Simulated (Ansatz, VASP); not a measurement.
**One calculation of PbS, two programs**

Contents of INCAR:

```
ALGO = Normal
EDIFF = 1E-7
ENCUT = 520
GGA = PE
ISIF = 2
ISMEAR = -1
LASPH = True
LCHARG = False
LREAL = False
LWAVE = False
NBANDS = 17
NELM = 100
PREC = Accurate
SIGMA = 0.05
```

Contents of KPOINTS:

```
k-points
0
Gamma
  8 8 8
```

File POSCAR:

```
PbS
1.0
    2.0841087231      1.2032607323      3.4052630159
   -2.0841087231      1.2032607323      3.4052630159
    0.0000000000     -2.4065214646      3.4052630159
Pb S
1 1
Direct
    0.9805657800      0.9805657800      0.9805657800
    0.4750355500      0.4750355500      0.4750355500
```

Contents of input.yaml:

```yaml
crystal:
  lattice:
    - [2.0841087231, 1.2032607323, 3.4052630159]
    - [-2.0841087231, 1.2032607323, 3.4052630159]
    - [0.0, -2.4065214646, 3.4052630159]
  atoms:
    - { symbol: Pb, position: [0.98056578, 0.98056578, 0.98056578] }
    - { symbol: S, position: [0.47503555, 0.47503555, 0.47503555] }
hamiltonian:
  xc: pbe
  pseudopotentials: { kind: paw }
kpoints:
  mp_grid: { grid: [8, 8, 8] }
scf:
  occupations: { method: fermi_dirac, width: 0.05 }
output:
  forces: true
  stress: true
  eigenvalues: true
```

Change from the starting cell: volume scaled by 0.96.

Alike in both runs: task single point; functional PBE; k mesh 8 × 8 × 8; occupations fermi-dirac, width 0.05 eV; no spin polarisation.

|  | VASP | Ansatz |
| --- | --- | --- |
| version | VASP 6.6.1 | Ansatz 0.2.0 |
| potentials or method | VASP PAW PBE potentials, release 64 (Pb_d, S) | Ansatz PAW |
| plane-wave cutoff (eV) | 520 | 420 |
| valence electrons in the cell | 20 | 20 |

VASP gave:

| Property | Result |
| --- | --- |
| gap on the k mesh at the Fermi level (eV) | 0.32 |
| least direct gap on the mesh (eV) | 0.32 |
| pressure (GPa) | 3.4 |
| rms of the force components (eV/Å) | 0.024 |

Estimate Ansatz's values.

gap on the k mesh at the Fermi level (eV): 0.31; least direct gap on the mesh (eV): 0.31; pressure (GPa): 3.4; rms of the force components (eV/Å): 0.024.

Atom by atom the forces differ by 0.000 eV/Å (rms over components). With one functional, cell and mesh, what is left measures potentials, basis and numerics.

Caveats: spin-orbit coupling is left out, which as a rule narrows the gap of such compounds by several tenths of an eV. A k mesh can miss the band edges.
